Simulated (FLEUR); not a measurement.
## CdSe: equation of state with Wu-Cohen GGA

Crystal: CdSe.

```
Cd Se
1.0
     0.00000    3.07027    3.07027
     3.07027    0.00000    3.07027
     3.07027    3.07027    0.00000
Cd Se
1 1
Direct
  0.00000 0.00000 0.00000
  0.25000 0.25000 0.25000
```

Measurements of this composition are mostly on another form, of space group No. 186.

```yaml
Program: FLEUR MaX-R8.1 (later development tree)
Task: equation of state
Functional: Wu-Cohen GGA
Potentials_or_basis: all-electron
Basis: FLAPW
Kmax: 4.73 1/bohr
k_mesh: 8 × 8 × 8
Occupations: fermi-dirac, width 0.05 eV
Spin: no spin polarisation
```

The equilibrium volume is 28.16 Å³/atom, the bulk modulus is 52 GPa and the pressure derivative of the bulk modulus is 4.7 (rough: it moves with the points fitted).

Energy against volume, from the lowest point:
```tsv
volume (Å³/atom)	energy (meV/atom)
27.206	4.77
27.784	0.00
28.942	2.52
30.100	18.36
30.679	30.35
```
